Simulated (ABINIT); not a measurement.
# BAs (F-43m) in ABINIT: settings compared, part 2 of 2

ABINIT 10.8.3 (patched build).

### 4 Band structure, PBE

File run.abi:

```
# Datasets: ground state, then fixed potential
ndtset 2

# Pseudopotentials
pp_dirpath "./"
pseudos "As.upf, B.upf"

# Structure
acell 3*1.0
rprim
     0.0000000000     4.5136108487     4.5136108487
     4.5136108487     0.0000000000     4.5136108487
     4.5136108487     4.5136108487     0.0000000000
ntypat 2
znucl 33 5
natom 2
typat 1 2
xcart
     6.7704162730     6.7704162730     6.7704162730
     0.0000000000     0.0000000000     0.0000000000

# Plane-wave basis
ecut 42.0

# Exchange and correlation
ixc 11

# Bands and occupations
occopt 3
tsmear 0.05 eV

# SCF cycle
nstep 100

# Output
iomode 3
prtwf 0
prteig 0
prtebands 0
enunit 2
prtden1 1

# Dataset 1
kptopt1 1
ngkpt1 10 10 10
nshiftk1 1
shiftk1 0.0 0.0 0.0
nband1 13
tolvrs1 1.0e-10

# Dataset 2: bands along G-X-W-K-G-L-U-W-L-K
iscf2 -2
getden2 1
nband2 17
nbdbuf2 2
tolwfr2 1.0e-12
kptopt2 -9
ndivsm2 8
prteig2 1
kptbounds2
     0.0000000000     0.0000000000     0.0000000000
     0.5000000000     0.0000000000     0.5000000000
     0.5000000000     0.2500000000     0.7500000000
     0.3750000000     0.3750000000     0.7500000000
     0.0000000000     0.0000000000     0.0000000000
     0.5000000000     0.5000000000     0.5000000000
     0.6250000000     0.2500000000     0.6250000000
     0.5000000000     0.2500000000     0.7500000000
     0.5000000000     0.5000000000     0.5000000000
     0.3750000000     0.3750000000     0.7500000000
```

Potentials or basis: Ansatz NC PBE.

Started as:

```sh
$ abinit run.abi > log 2>&1
```

run.abo:

```text
[... set-up lines left out ...]
 ETOT  1  -108.19585446285    -1.082E+02 1.680E+00 2.263E+02
 ETOT  2  -109.03391015554    -8.381E-01 8.298E-02 1.052E+02
 ETOT  3  -109.04662384029    -1.271E-02 5.969E-03 2.032E+00
 ETOT  4  -109.04683274089    -2.089E-04 3.644E-03 1.610E-01
 ETOT  5  -109.04685222727    -1.949E-05 7.796E-04 4.592E-03
 ETOT  6  -109.04685277495    -5.477E-07 4.906E-04 2.849E-04
 ETOT  7  -109.04685279905    -2.410E-08 1.007E-04 2.253E-06
 ETOT  8  -109.04685279921    -1.659E-10 6.739E-05 2.749E-08
 ETOT  9  -109.04685279921    -1.208E-12 1.278E-05 1.468E-09
 ETOT 10  -109.04685279921     1.052E-12 9.157E-06 8.187E-12

 At SCF step   10       vres2   =  8.19E-12 < tolvrs=  1.00E-10 =>converged.

 Cartesian components of stress tensor (hartree/bohr^3)
  sigma(1 1)= -9.39130626E-05  sigma(3 2)=  0.00000000E+00
  sigma(2 2)= -9.39130626E-05  sigma(3 1)=  0.00000000E+00
  sigma(3 3)= -9.39130626E-05  sigma(2 1)=  0.00000000E+00

--- !ResultsGS
iteration_state: {dtset: 1, }
comment   : Summary of ground state results
lattice_vectors:
- [  0.0000000,   4.5136108,   4.5136108, ]
- [  4.5136108,   0.0000000,   4.5136108, ]
- [  4.5136108,   4.5136108,   0.0000000, ]
lattice_lengths: [   6.38321,    6.38321,    6.38321, ]
lattice_angles: [ 60.000,  60.000,  60.000, ] # degrees, (23, 13, 12)
lattice_volume:   1.8390873E+02
convergence: {deltae:  1.052E-12, res2:  8.187E-12, residm:  9.157E-06, diffor: null, }
etotal    :  -1.09046853E+02
entropy   :   0.00000000E+00
fermie    :   3.12253981E-01
cartesian_stress_tensor: # hartree/bohr^3
- [ -9.39130626E-05,   0.00000000E+00,   0.00000000E+00, ]
- [  0.00000000E+00,  -9.39130626E-05,   0.00000000E+00, ]
- [  0.00000000E+00,   0.00000000E+00,  -9.39130626E-05, ]
pressure_GPa:   2.7630E+00
xred      :
- [  7.5000E-01,   7.5000E-01,   7.5000E-01, As]
- [ -5.5387E-12,  -5.5387E-12,  -5.5387E-12,  B]
[... 1139 lines left out ...]
   0.82511
 kpt#   4, nband= 17, wtk=  1.00000, kpt=  0.0652  0.0000  0.0652 (reduced coord)
  -1.02858   -1.02855   -1.02855   -1.02788   -1.02786   -0.27140    0.27397    0.27591
   0.27591    0.40253    0.43066    0.43066    0.47822    0.65755    0.71897    0.77763
   0.82927
 kpt#   5, nband= 17, wtk=  1.00000, kpt=  0.0870  0.0000  0.0870 (reduced coord)
[... 524 lines left out ...]
  -1.02853   -1.02820   -1.02813   -1.02793   -1.02776   -0.13386   -0.00503    0.08054
   0.17490    0.37907    0.53911    0.59340    0.60777    0.68387    0.77271    0.90102
   0.95783
 kpt# 137, nband= 17, wtk=  1.00000, kpt=  0.3929  0.3929  0.7143 (reduced coord)
  -1.02855   -1.02817   -1.02811   -1.02795   -1.02775   -0.12916   -0.00469    0.07381
   0.17040    0.37419    0.52589    0.60797    0.62411    0.67945    0.77449    0.90708
   0.97812
 kpt# 138, nband= 17, wtk=  1.00000, kpt=  0.3839  0.3839  0.7321 (reduced coord)
  -1.02857   -1.02815   -1.02809   -1.02796   -1.02774   -0.12530   -0.00595    0.07131
   0.16646    0.37002    0.51076    0.62057    0.64026    0.67745    0.77961    0.90931
   0.99649
 kpt# 139, nband= 17, wtk=  1.00000, kpt=  0.3750  0.3750  0.7500 (reduced coord)
  -1.02859   -1.02813   -1.02807   -1.02798   -1.02774   -0.12290   -0.00789    0.07274
   0.16313    0.36657    0.49531    0.63057    0.65027    0.68214    0.78854    0.90894
   1.00745
 Eigenvalues (   eV  ) for nkpt= 139  k points:
 kpt#   1, nband= 17, wtk=  1.00000, kpt=  0.0000  0.0000  0.0000 (reduced coord)
 -27.98885  -27.98885  -27.98885  -27.96981  -27.96981   -7.47836    7.91861    7.91861
   7.91861   11.20580   11.20580   11.20580   12.60105   17.50889   21.05662   21.05662
  22.36183
 kpt#   2, nband= 17, wtk=  1.00000, kpt=  0.0217  0.0000  0.0217 (reduced coord)
 -27.98887  -27.98877  -27.98877  -27.96983  -27.96978   -7.46799    7.86316    7.86641
   7.86641   11.17214   11.26942   11.26942   12.65662   17.55280   20.75828   21.06815
  22.38445
 kpt#   3, nband= 17, wtk=  1.00000, kpt=  0.0435  0.0000  0.0435 (reduced coord)
 -27.98894  -27.98856  -27.98856  -27.96990  -27.96970   -7.43689    7.70328    7.72107
   7.72107   11.08157   11.44894   11.44894   12.80625   17.68257   20.18295   21.10276
  22.45231
 kpt#   4, nband= 17, wtk=  1.00000, kpt=  0.0652  0.0000  0.0652 (reduced coord)
 -27.98906  -27.98820  -27.98820  -27.97002  -27.96956   -7.38511    7.45513    7.50799
   7.50799   10.95330   11.71876   11.71876   13.01304   17.89288   19.56422   21.16045
  22.56549
 kpt#   5, nband= 17, wtk=  1.00000, kpt=  0.0870  0.0000  0.0870 (reduced coord)
[... 525 lines left out ...]
   4.75932   10.31496   14.66981   16.14713   16.53840   18.60904   21.02652   24.51796
  26.06380
 kpt# 137, nband= 17, wtk=  1.00000, kpt=  0.3929  0.3929  0.7143 (reduced coord)
 -27.98826  -27.97805  -27.97617  -27.97182  -27.96657   -3.51456   -0.12759    2.00852
   4.63690   10.18236   14.31025   16.54376   16.98282   18.48887   21.07492   24.68281
  26.61607
 kpt# 138, nband= 17, wtk=  1.00000, kpt=  0.3839  0.3839  0.7321 (reduced coord)
 -27.98875  -27.97745  -27.97566  -27.97230  -27.96635   -3.40950   -0.16203    1.94053
   4.52963   10.06872   13.89849   16.88667   17.42238   18.43443   21.21429   24.74368
  27.11598
 kpt# 139, nband= 17, wtk=  1.00000, kpt=  0.3750  0.3750  0.7500 (reduced coord)
 -27.98925  -27.97695  -27.97529  -27.97270  -27.96610   -3.34416   -0.21480    1.97930
   4.43899    9.97491   13.47810   17.15857   17.69473   18.56207   21.45735   24.73362
  27.41404

== END DATASET(S) ==============================================================
================================================================================

 -outvars: echo values of variables after computation  --------
            acell      1.0000000000E+00  1.0000000000E+00  1.0000000000E+00 Bohr
           etotal1    -1.0904685280E+02
            fcart1    -2.3489598287E-28 -2.3489598287E-28  7.0468794862E-28
                       2.3489598287E-28  2.3489598287E-28 -7.0468794862E-28
            rprim      0.0000000000E+00  4.5136108487E+00  4.5136108487E+00
                       4.5136108487E+00  0.0000000000E+00  4.5136108487E+00
                       4.5136108487E+00  4.5136108487E+00  0.0000000000E+00
           strten1    -9.3913062620E-05 -9.3913062620E-05 -9.3913062620E-05
                       0.0000000000E+00  0.0000000000E+00  0.0000000000E+00
           xangst      3.5827499976E+00  3.5827499976E+00  3.5827499976E+00
                      -2.6458343623E-11 -2.6458144741E-11 -2.6458343623E-11
             xred      7.4999999999E-01  7.4999999999E-01  7.4999999999E-01
                      -5.5386528697E-12 -5.5387361364E-12 -5.5386528697E-12
 Calculation completed.
```

Wall time 2.1 min (1 thread of Arm Neoverse V2, shared host); peak memory 0.15 GiB.

What came out:

* Free energy: -2967.3160 eV
* Pressure: 2.8 GPa
* Band gap on the k mesh: 1.19 eV, indirect (least direct gap 3.29 eV)
* Band gap along the path: 1.19 eV, indirect (least direct gap 3.29 eV)
* Valence electrons inside the program's atomic spheres: As 12.48; B 2.57

Levels at the corners of the path, in eV from the valence-band top:
```tsv
point	band 5	band 6	band 7	band 8	band 9	band 10	band 11	band 12	band 13	band 14
Γ	-35.89	-15.40	0.00	0.00	0.00	3.29	3.29	3.29	4.68	9.59
X	-35.88	-11.22	-8.51	-4.07	-4.07	1.45	1.45	11.40	11.40	12.89
W	-35.89	-11.06	-8.05	-5.48	-5.18	5.28	5.95	6.82	7.06	12.35
K	-35.88	-11.26	-8.13	-5.94	-3.48	2.06	5.56	9.24	9.78	10.64
Γ	-35.89	-15.40	0.00	0.00	0.00	3.29	3.29	3.29	4.68	9.59
L	-35.89	-12.53	-8.78	-1.82	-1.82	2.70	4.80	4.80	8.90	12.73
U	-35.88	-11.26	-8.13	-5.94	-3.48	2.06	5.56	9.24	9.78	10.64
W	-35.89	-11.06	-8.05	-5.48	-5.18	5.28	5.95	6.82	7.06	12.35
L	-35.89	-12.53	-8.78	-1.82	-1.82	2.70	4.80	4.80	8.90	12.73
K	-35.88	-11.26	-8.13	-5.94	-3.48	2.06	5.56	9.24	9.78	10.64
```

### 5 The runs side by side

| level | potentials or basis | cutoff (eV) | fine-grid cutoff | gap on the mesh (eV) | pressure (GPa) |
| --- | --- | --- | --- | --- | --- |
| rSCAN | JTH PAW PBE v2.0 sp | 490 | 979.61 eV | 1.39 | 0.7 |
| RPBE | JTH PAW PBE v2.0 sp | 408 | 816.342 eV | 1.22 | 5.9 |
| PBE | Ansatz NC PBE | 1143 | - | 1.19 | 2.8 |

Alike in all rows: task band structure; no spin polarisation; cell as given; k mesh 10 × 10 × 10; smearing fermi-dirac 0.05 eV.

Caveats: the PAW data sets were made with another functional, which shifts forces and pressure a little (some runs); this set keeps more shells in the core, which shifts pressures and gaps (some runs); totals of a meta-GGA on PAW files have another zero than those of a GGA (some runs).

Total energies depend on the potentials used, so only differences within one code and one set of settings carry meaning.
